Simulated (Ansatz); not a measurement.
## Bands, cutoff and cost in G0W0 for Ge2WN4 (MoSi2N4-type monolayer)

Wanted: a G0W0 gap for Ge2WN4 (MoSi2N4-type monolayer) that is converged in bands and cutoff, or an estimate of the limit.

Main program and level: Ansatz 0.2.0; G0W0 on PBE, plane waves, PAW; PAW set soft_1.

## (1) Starting point

The cell holds 7 atoms: 1 W, 4 N and 2 Ge. Its edges and angles: a = 3.023 Å, b = 3.023 Å, c = 38.000 Å, α = 90.0°, β = 90.0°, γ = 120.0°. Vacuum lies along c.

Coordinates:

```xyz
7
Lattice="3.0226 0.0000 0.0000 -1.5113 2.6176 0.0000 0.0000 0.0000 38.0000" Properties=species:S:1:pos:R:3
W     0.0000    0.0000   19.0000
N     0.0000    1.7451   20.2170
N     0.0000    1.7451   17.7830
Ge    0.0000    1.7451   22.0945
Ge    0.0000    1.7451   15.9055
N     1.5113    0.8725   22.7096
N     1.5113    0.8725   15.2904
```

The structure was relaxed with PBE. The runs that relaxed it are not among those shown. Spin-orbit coupling is left out unless a step names it. The Coulomb interaction is cut off across the vacuum.

## (2) 58 empty bands, screening to 19.5 eV

Now the one-shot GW correction: screening in the RPA, then the self-energy of the levels asked for. This step takes PAW set soft_1 files.

The input, input.yaml:

```yaml
crystal:
  lattice:
    - [3.0225679901, 0.0, 0.0]
    - [-1.511283995, 2.6176206641, 0.0]
    - [0.0, 0.0, 38.0]
  atoms:
    - { symbol: W, position: [0.0, 0.0, 0.5] }
    - { symbol: "N", position: [0.3333333333, 0.6666666667, 0.5320268673] }
    - { symbol: "N", position: [0.3333333333, 0.6666666667, 0.4679731327] }
    - { symbol: Ge, position: [0.3333333333, 0.6666666667, 0.5814330809] }
    - { symbol: Ge, position: [0.3333333333, 0.6666666667, 0.4185669191] }
    - { symbol: "N", position: [0.6666666667, 0.3333333333, 0.5976206751] }
    - { symbol: "N", position: [0.6666666667, 0.3333333333, 0.4023793249] }
  periodic: [true, true, false]
kpoints:
  mp_grid: { grid: [6, 6, 1] }
hamiltonian:
  xc: pbe
  pseudopotentials: { kind: paw, azcp: { folder: soft_1 } }
scf:
  occupations: { method: fixed }
gw:
  n_empty_bands: 58
  ecut_chi: 19.5
  qp_bands: [v2, c2]
  qp_kpoints: band_edges
  screening: { model: contour_deformation }
```

Run with:

```
ansatz run input.yaml --threads 4 --pin off --max-ram 17510MiB --backend cpu --events-out ev --progress --plain --runs-dir out
```

Numbers of over 12 decimals in the logs are rounded to 6 here.

What it wrote:

```text
Engine: ansatz 0.2.0, aarch64-unknown-linux-gnu
Pseudopotentials: kind: paw
Pseudopotential: W, paw, valence charge 14, recommended cutoff 420 eV (normal), soft_1/W.paw.azcp
Pseudopotential: N, paw, valence charge 5, recommended cutoff 420 eV (normal), soft_1/N.paw.azcp
Pseudopotential: Ge, paw, valence charge 14, recommended cutoff 420 eV (normal), soft_1/Ge.paw.azcp
Functional definition: PBE
  parameter kappa = 0.804
  parameter beta = 0.066725
  exchange = pbe_x(kappa = kappa, mu = beta*pi^2/3)
  correlation = pbe_c(beta = beta)
Crystal: 7 atoms, lattice volume = 300.654 Å³
Basis set: ecut = 420 eV, 5767 PW (Γ)
Bands: 38, of which v1, the nominal top of the filled ones, is band 31 counted from 1 (30 counted from 0)
Symmetry: 12 space group operations
Space group: P-6m2 (ITA 187), of the structure as read, at distance tolerance 6.7e-5 Å
k-points: 7 of 36 (time reversal used)
Non-local potential: W, projectors of the file, l = 0: 3, l = 1: 2, l = 2: 2, l = 3: 1
Non-local potential: N, projectors of the file, l = 0: 2, l = 1: 2, l = 2: 1
Non-local potential: Ge, projectors of the file, l = 0: 2, l = 1: 2, l = 2: 3, l = 3: 1
PAW form: soft (Blöchl's): semilocal exchange-correlation on the pseudo side does not see the compensation charge
PAW one-centre angular grid: W, 590 points (default); XC on 64 Gauss nodes
PAW one-centre angular grid: N, 110 points (default); XC on 64 Gauss nodes
PAW one-centre angular grid: Ge, 590 points (default); XC on 64 Gauss nodes
Initial density: superposition of atomic densities (neutral atoms: chi_scale 0, normalization atom)
Initial wavefunctions: pseudopotential atomic-orbital guess
Functional: x = pbe(κ = 0.804, μ = 0.219515), c = pbe(β = 0.066725)
SCF iter   1: F=—  HF=-20520.328582 eV  |F-HF|=—  |Δ(HF+E_count)|=         —  Δρ=8.76e-2  dr2=2.61e1  ethr=3.10e-3  ⟨swp⟩=6.7  Hψ=1375  notcnv=0  defer=32
preconditioner: auto → Resta (q_TF=auto, 2.097 Å⁻¹)  ε∞=1.8  [insulator: Δε(μ)=1.414 eV  Ē_g=17.960 eV  n_scr=24 (ndim 8)  ℏωp=15.7 eV  f_vac=0.715  ε∞_Penn≈1.8  vacuum switching on, ρ_ref=2.3e-2 e/Å³]
SCF iter   2: F=—  HF=-20514.739624 eV  |F-HF|=—  |Δ(HF+E_count)|=    5.59e0  Δρ=4.61e-2  dr2=7.84e0  ethr=3.10e-3  ⟨swp⟩=5.1  Hψ=880  notcnv=0  defer=31
SCF iter   3: F=—  HF=-20513.490338 eV  |F-HF|=—  |Δ(HF+E_count)|=    1.25e0  Δρ=1.63e-2  dr2=9.23e-1  ethr=3.10e-3  ⟨swp⟩=4.9  Hψ=680  notcnv=0  defer=33
SCF iter   4: F=—  HF=-20513.374236 eV  |F-HF|=—  |Δ(HF+E_count)|=   1.16e-1  Δρ=8.87e-3  dr2=1.23e-1  ethr=1.49e-3  ⟨swp⟩=3.0  Hψ=421  notcnv=0  defer=31
SCF iter   5: F=—  HF=-20513.394186 eV  |F-HF|=—  |Δ(HF+E_count)|=   1.99e-2  Δρ=4.17e-3  dr2=6.64e-2  ethr=1.99e-4  ⟨swp⟩=3.4  Hψ=563  notcnv=0  defer=35
SCF iter   6: F=—  HF=-20513.381951 eV  |F-HF|=—  |Δ(HF+E_count)|=   1.22e-2  Δρ=1.04e-3  dr2=5.17e-3  ethr=1.07e-4  ⟨swp⟩=2.9  Hψ=479  notcnv=0  defer=35
SCF iter   7: F=—  HF=-20513.381825 eV  |F-HF|=—  |Δ(HF+E_count)|=   1.26e-4  Δρ=5.03e-4  dr2=1.65e-3  ethr=8.34e-6  ⟨swp⟩=4.1  Hψ=607  notcnv=0  defer=35
SCF iter   8: F=—  HF=-20513.381528 eV  |F-HF|=—  |Δ(HF+E_count)|=   2.97e-4  Δρ=1.39e-4  dr2=9.09e-5  ethr=2.66e-6  ⟨swp⟩=4.0  Hψ=618  notcnv=0  defer=34
SCF iter   9: F=—  HF=-20513.381530 eV  |F-HF|=—  |Δ(HF+E_count)|=   1.63e-6  Δρ=3.81e-5  dr2=9.58e-6  ethr=1.47e-7  ⟨swp⟩=3.1  Hψ=560  notcnv=0  defer=32
SCF iter  10: F=—  HF=-20513.381529 eV  |F-HF|=—  |Δ(HF+E_count)|=   7.83e-7  Δρ=8.66e-6  dr2=3.36e-7  ethr=1.55e-8  ⟨swp⟩=3.9  Hψ=609  notcnv=0  defer=32
SCF iter  11: F=-20513.381529 eV  HF=-20513.381529 eV  |F-HF|=6.57e-9  |Δ(HF+E_count)|=   1.88e-8  Δρ=2.27e-6  dr2=1.85e-8  ethr=1.61e-10  ⟨swp⟩=19.4  Hψ=1484  notcnv=0
SCF 1 converged in 11 iterations: F = -20513.381529 eV  dr2 = 1.85e-8
  greatest PAW one-centre occupation: 0.999 electrons in one spin orbital (limit 2), on the W atom at site 0 (counted from 0), in its partial waves of l = 0
NSCF: frozen V_eff on 7 k-points
G₀W₀ screening: q 1/7
[... further progress lines ...]
SCF converged after 11 iterations
Free energy (F): -20513.381529 eV
Harris-Foulkes:  -20513.381529 eV  (|F-HF|=6.57e-9)
Internal energy: -20513.381529 eV  (E = F + TS)
E sigma→0 (E₀):  -20513.381529 eV
Fermi energy:    -5.360354 eV
--- Per-component energies (eV) ---
  E_band       = -1482.126534
  E_kinetic    = 1119.071452
  E_local      = -289221.311467  (includes V_loc(G=0)·N_el)
  E_nonlocal   = 560.788043
  E_hartree    = 143781.347387
  E_xc         = -645.759380
  E_vxc        = -659.514746  (∫ρ·V_xc dr)
  E_paw        = -13126.963940  (= ΣΔE_a)
  E_vpaw       = -843.893517  (= ΣTr[D̂ρ^β])
  E_aug_tail   = 0.003567  (compensation charges beyond the density's cutoff)
  E_ewald      = 137019.442809
  E_smearing   = -0.000000  (= −TS)
  E_closure    = 0.000000  (closes the sum)
  Σ components = -20513.381529   (vs F -20513.381529, Δ=0.00e0)
--- Band table (eV; the first three rows and the last of 7) ---
  k-point 0: bands = [... 27 lower, -8.1605, -8.1605, -7.4656, -5.3604, -3.5093, -3.4753, -2.3817, -2.3817, ... 3 higher]
  k-point 1: bands = [... 27 lower, -8.6527, -8.5757, -7.3832, -5.7169, -3.3069, -2.7778, -2.4352, -1.7814, ... 3 higher]
  k-point 2: bands = [... 27 lower, -8.5814, -8.3682, -7.5793, -6.6033, -2.7668, -2.6069, -2.3308, -1.8527, ... 3 higher]
  k-point 6: bands = [... 27 lower, -8.5388, -8.0674, -7.9054, -5.8926, -4.0454, -1.7396, -0.8936, -0.3037, ... 3 higher]
--- G₀W₀: contour deformation, 6 samples at zero and on the imaginary axis and 2 off it, 36 q-points, 58 empty bands' worth ---
  eigenvalues of the whole cell's RPA ε∞ on this k-mesh (on a slab, of 1 + 4πα/V) = 1.2149, 3.5463, 3.5463; static W/v taken at q = 0 is 0.455044
  gw.qp_kpoints: band_edges: 6 of 7 stored k-points solved, in 1 pass; an edge of the gap read off the rows below is read off those points alone
    valence top: of the k-points left out ik 4 came nearest to being solved in a further pass, in band 31 (counted from 1, as in the quasiparticle table): it holds the edge there only if its correction is more favourable than any solved in that band by at least 1.155 eV; those differ by 0.307 eV
    conduction bottom: of the k-points left out ik 4 came nearest to being solved in a further pass, in band 32 (counted from 1, as in the quasiparticle table): it holds the edge there only if its correction is more favourable than any solved in that band by at least 1.007 eV; those differ by 0.269 eV
  `?` marks the rows in doubt; gw_qp.tsv's column doubts and the gw_qp event give each row's grounds
    ik  band        ε_KS         Σx   Σc(E_QP)       V_xc       Z   E_QP_lin       E_QP  E_QP is
     0    30     -7.4656   -21.1966     3.4126   -17.6567  0.7915    -7.5947    -7.5929  root
     0    31     -5.3604   -19.0390     0.9446   -18.7822  0.7789    -4.6792    -4.6725  root
     0    32     -3.5093   -12.4993    -3.3371   -17.3090  0.7926    -1.9558    -2.0366  root
     0    33     -3.4753   -13.4643    -3.0400   -17.9012  0.7859    -2.0072    -2.0783  root
     1    30     -7.3832   -21.8043     3.5182   -18.2332  0.7678    -7.4362    -7.4361  root
     1    31     -5.7169   -20.3290     1.8141   -19.0595  0.7695    -5.1775    -5.1723  root
     1    32     -3.3069   -13.0168    -3.2472   -17.7004  0.7849    -1.7930    -1.8704  root
     1    33     -2.7778   -12.6280    -3.7325   -17.8543  0.7815    -1.1942    -1.2840  root
     2    30     -7.5793   -21.7427     3.7203   -17.8687  0.7617    -7.7337    -7.7331  root
     2    31     -6.6033   -19.7426     2.1986   -17.9597  0.7608    -6.1918    -6.1877  root
     2    32     -2.7668   -13.9192    -3.4486   -18.8303  0.7736    -1.2109    -1.3043  root
     2    33     -2.6069   -10.6111    -3.7075   -15.6145  0.7891    -1.2108    -1.3109  root ?
     3    30     -7.5246   -21.7294     3.8465   -17.6718  0.7597    -7.7370    -7.7357  root
     3    31     -6.5069   -19.6697     2.1995   -17.8509  0.7673    -6.1293    -6.1262  root
     3    32     -3.0696    -9.7763    -3.5679   -14.5477  0.7965    -1.8040    -1.8662  root
     3    33     -2.6196   -10.0275    -3.6158   -14.9926  0.7923    -1.1933    -1.2703  root ?
     5    30     -7.7155   -21.7911     3.8737   -17.7016  0.7581    -7.9325    -7.9313  root
     5    31     -6.4640   -20.2092     2.0572   -18.6572  0.7648    -5.9641    -5.9589  root
     5    32     -3.0148   -16.5039    -3.1312   -21.0990  0.7645    -1.4620    -1.5509  root
     5    33     -1.8992   -15.4138    -4.0255   -20.9770  0.7568    -0.2306    -0.3614  root ?
     6    30     -7.9054   -21.3675     3.9306   -17.0943  0.7524    -8.2509    -8.2480  root
     6    31     -5.8926   -20.3680     1.6056   -19.4145  0.7739    -5.2473    -5.2405  root
     6    32     -4.0454   -16.4832    -2.4619   -20.3210  0.7713    -2.6243    -2.6695  root
     6    33     -1.7396   -14.7227    -4.0517   -20.3508  0.7623    -0.0256    -0.1632  root ?
```

Run time: 28 s. Hardware: 4 threads of Arm Neoverse V1, shared host; peak memory 0.87 GiB; 1.8 min of CPU time.

This step gave:

| Property | Result |
| --- | --- |
| bands summed | 89 |
| plane waves in the screening matrix | 27 |
| q-points in the mesh | 36 |
| G0W0 gap on the mesh | 2.003 eV |
| k of the valence top | 0, 0, 0 |
| k of the conduction bottom | 0.3333, 0.3333, 0 |
| starting gap on the mesh | 1.315 eV |
| Z at the valence top | 0.7789 |
| Z at the conduction bottom | 0.7713 |
| least direct G0W0 gap on the computed points | 2.571 eV |

The gap on the mesh goes from 1.31 eV to 2.00 eV, a correction of +0.69 eV. Between the two edge states, bare exchange in place of the xc potential would open the gap by 4.09 eV, and correlation takes back 3.41 eV.

## (3) 166 empty bands, screening to 39 eV

Bands and screening cutoff are moved together, since each hides the error of the other.

Changes to input.yaml since step 2:

```diff
@@ -22,4 +22,4 @@
 gw:
-  n_empty_bands: 58
-  ecut_chi: 19.5
+  n_empty_bands: 166
+  ecut_chi: 39.0
   qp_bands: [v2, c2]
```

What it wrote:

```text
[...]
Crystal: 7 atoms, lattice volume = 300.654 Å³
Basis set: ecut = 420 eV, 5767 PW (Γ)
Bands: 38, of which v1, the nominal top of the filled ones, is band 31 counted from 1 (30 counted from 0)
Symmetry: 12 space group operations
[...]
k-points: 7 of 36 (time reversal used)
[...]
SCF iter   1: F=—  HF=-20520.328582 eV  |F-HF|=—  |Δ(HF+E_count)|=         —  Δρ=8.76e-2  dr2=2.61e1  ethr=3.10e-3  ⟨swp⟩=6.7  Hψ=1375  notcnv=0  defer=32
[...]
SCF iter  11: F=-20513.381529 eV  HF=-20513.381529 eV  |F-HF|=6.57e-9  |Δ(HF+E_count)|=   1.88e-8  Δρ=2.27e-6  dr2=1.85e-8  ethr=1.61e-10  ⟨swp⟩=19.4  Hψ=1484  notcnv=0
SCF 1 converged in 11 iterations: F = -20513.381529 eV  dr2 = 1.85e-8
[...]
NSCF: frozen V_eff on 7 k-points
G₀W₀ screening: q 1/7
[... further progress lines ...]
SCF converged after 11 iterations
Free energy (F): -20513.381529 eV
[...]
Internal energy: -20513.381529 eV  (E = F + TS)
E sigma→0 (E₀):  -20513.381529 eV
Fermi energy:    -5.360354 eV
[...]
--- Band table (eV; the first three rows and the last of 7) ---
  k-point 0: bands = [... 27 lower, -8.1605, -8.1605, -7.4656, -5.3604, -3.5093, -3.4753, -2.3817, -2.3817, ... 3 higher]
  k-point 1: bands = [... 27 lower, -8.6527, -8.5757, -7.3832, -5.7169, -3.3069, -2.7778, -2.4352, -1.7814, ... 3 higher]
  k-point 2: bands = [... 27 lower, -8.5814, -8.3682, -7.5793, -6.6033, -2.7668, -2.6069, -2.3308, -1.8527, ... 3 higher]
  k-point 6: bands = [... 27 lower, -8.5388, -8.0674, -7.9054, -5.8926, -4.0454, -1.7396, -0.8936, -0.3037, ... 3 higher]
[...]
0    30     -7.4656   -21.1966     3.4472   -17.6567  0.7737    -7.5625    -7.5583  root
     0    31     -5.3604   -19.0390     0.6609   -18.7822  0.7687    -4.9586    -4.9562  root
     0    32     -3.5093   -12.4993    -3.5700   -17.3090  0.7831    -2.2097    -2.2695  root
     0    33     -3.4753   -13.4643    -3.2892   -17.9012  0.7759    -2.2824    -2.3275  root
     1    30     -7.3832   -21.8043     3.5643   -18.2332  0.7505    -7.3899    -7.3899  root
     1    31     -5.7169   -20.3290     1.5024   -19.0595  0.7586    -5.4850    -5.4839  root
     1    32     -3.3069   -13.0168    -3.5129   -17.7004  0.7740    -2.0861    -2.1362  root
     1    33     -2.7778   -12.6280    -4.0456   -17.8543  0.7711    -1.5388    -1.5971  root
[...]
6    30     -7.9054   -21.3675     3.9731   -17.0943  0.7379    -8.2074    -8.2054  root
     6    31     -5.8926   -20.3680     1.2790   -19.4145  0.7617    -5.5689    -5.5671  root
     6    32     -4.0454   -16.4832    -2.8288   -20.3210  0.7605    -3.0046    -3.0364  root
     6    33     -1.7396   -14.7227    -4.3786   -20.3508  0.7509    -0.4221    -0.4900  root
```

The job ended after 69 s (4 threads; peak memory 1.6 GiB; 4.4 min of CPU time).

Numbers from this step:

- bands summed: 197
- plane waves in the screening matrix: 189
- q-points in the mesh: 36
- G0W0 gap on the mesh: 1.920 eV
- k of the valence top: 0, 0, 0
- k of the conduction bottom: 0.3333, 0.3333, 0
- starting gap on the mesh: 1.315 eV
- Z at the valence top: 0.7687
- Z at the conduction bottom: 0.7605
- least direct G0W0 gap on the computed points: 2.531 eV

Against the run with 6×6×1 mesh, 58 empty bands, screening to 19.5 eV, PAW set soft_1 files, the gap moves by −0.08 eV.

## (4) 357 empty bands, screening to 65 eV

Changes to input.yaml since step 3:

```diff
@@ -21,5 +21,6 @@
   occupations: { method: fixed }
+  convergence: { dr2_threshold: 1.0e-10 }
 gw:
-  n_empty_bands: 166
-  ecut_chi: 39.0
+  n_empty_bands: 357
+  ecut_chi: 65.0
   qp_bands: [v2, c2]
```

What it wrote:

```text
[...]
Crystal: 7 atoms, lattice volume = 300.654 Å³
Basis set: ecut = 420 eV, 5767 PW (Γ)
Bands: 38, of which v1, the nominal top of the filled ones, is band 31 counted from 1 (30 counted from 0)
Symmetry: 12 space group operations
[...]
k-points: 7 of 36 (time reversal used)
[...]
1    33     -2.7779   -12.6282    -4.2468   -17.8545  0.7656    -1.7651    -1.7984  root
[...]
6    30     -7.9055   -21.3675     3.8005   -17.0943  0.7323    -8.3840    -8.3781  root
     6    31     -5.8928   -20.3680     0.9936   -19.4145  0.7557    -5.8528    -5.8527  root
     6    32     -4.0456   -16.4833    -3.1064   -20.3211  0.7543    -3.3008    -3.3142  root
     6    33     -1.7398   -14.7228    -4.6428   -20.3509  0.7462    -0.7190    -0.7545  root
[key lines of the parts left out:]
SCF converged after 13 iterations
Free energy (F): -20513.381529 eV
Fermi energy:    -5.360528 eV
```

The job ended after 4.2 min (4 threads; peak memory 3.4 GiB).

This step gave:

* bands summed: 388
* plane waves in the screening matrix: 295
* G0W0 gap on the mesh: 1.882 eV
* k of the valence top: 0, 0, 0
* k of the conduction bottom: 0.3333, 0.3333, 0
* starting gap on the mesh: 1.315 eV
* least direct G0W0 gap on the computed points: 2.538 eV

Against the run with 6×6×1 mesh, 166 empty bands, screening to 39 eV, PAW set soft_1 files, the gap moves by −0.04 eV.

## (5) 657 empty bands, screening to 97.5 eV

Changes to input.yaml since step 4:

```diff
@@ -21,6 +21,5 @@
   occupations: { method: fixed }
-  convergence: { dr2_threshold: 1.0e-10 }
 gw:
-  n_empty_bands: 357
-  ecut_chi: 65.0
+  n_empty_bands: 657
+  ecut_chi: 97.5
   qp_bands: [v2, c2]
```

What it wrote:

```text
[...]
Crystal: 7 atoms, lattice volume = 300.654 Å³
Basis set: ecut = 420 eV, 5767 PW (Γ)
Bands: 38, of which v1, the nominal top of the filled ones, is band 31 counted from 1 (30 counted from 0)
Symmetry: 12 space group operations
[...]
k-points: 7 of 36 (time reversal used)
[...]
1    33     -2.7778   -12.6280    -4.4064   -17.8543  0.7621    -1.9365    -1.9579  root
[...]
6    30     -7.9054   -21.3675     3.6209   -17.0943  0.7293    -8.5701    -8.5577  root
     6    31     -5.8926   -20.3680     0.7728   -19.4145  0.7527    -6.0739    -6.0733  root
     6    32     -4.0454   -16.4832    -3.2976   -20.3210  0.7500    -3.4985    -3.5052  root
     6    33     -1.7396   -14.7227    -4.8448   -20.3508  0.7432    -0.9344    -0.9563  root
[key lines of the parts left out:]
SCF converged after 11 iterations
Free energy (F): -20513.381529 eV
Fermi energy:    -5.360354 eV
```

Elapsed: 17 min, on 4 threads; peak memory 7.5 GiB; 66 min of CPU time.

Numbers from this step:

```
bands summed                                 : 688
plane waves in the screening matrix          : 703
G0W0 gap on the mesh                         : 1.896 eV
k of the valence top                         : 0, 0, 0
k of the conduction bottom                   : 0.3333, 0.3333, 0
starting gap on the mesh                     : 1.315 eV
least direct G0W0 gap on the computed points : 2.568 eV
```

Against the run with 6×6×1 mesh, 357 empty bands, screening to 65 eV, PAW set soft_1 files, the gap moves by +0.014 eV.

[end of part 1 of 2]

[Paths, hosts, dates, memory and timing lines, banners, echoed tables and standing remarks are left out of the program output.]

[Logs are printed without paths, hosts, clocks, repeated set-up lines and the standing remarks that a program may print on its own settings, such as how far it seeks lower states.]

[Runs of the session that timed out or met a known fault of the program may be left out.]

[Cells called generated may have been cut or substituted from an entry of the Crystallography Open Database or the Materials Project.]

[Hosts, paths, dates, database ids (printed as entryN), source tags and the programs' standing remarks are cut or masked in the printed files.]
